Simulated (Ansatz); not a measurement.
Space group P6_3mc (No. 186). a = 3.845 Å, b = 3.845 Å, c = 6.305 Å, α = 90.00°, β = 90.00°, γ = 120.00°
```csv
atom,site,symmetry,x,y,z
Zn,2b,3m.,0.3333,0.6667,0.0052
S,2b,3m.,0.3333,0.6667,0.3798
```

Equation of state of this ZnS structure (not necessarily the ground state), with shape and atoms relaxed at each volume where symmetry leaves them free. All numbers below come from DFT PBE, scalar-relativistic, plane waves, PAW in Ansatz.

Cutoff 420 eV; k points 12×12×6 on the computed 4-atom cell (Γ-centred); Gaussian smearing, width 0.02 eV; no spin polarisation.

```csv
V (Å³/atom),E − E(largest V) (meV/atom),P (GPa),gap on mesh (eV)
18.976,3.25,4.89,2.35
19.582,-10.08,2.24,2.21
20.188,-14.18,-0.01,2.08
20.793,-10.42,-1.92,1.95
21.399,0.00,-3.55,1.83
```

Q: Fit a third-order Birch–Murnaghan equation to E(V).

A: V0 = 20.18 Å³/atom, B0 = 69 GPa, B0' = 4.4.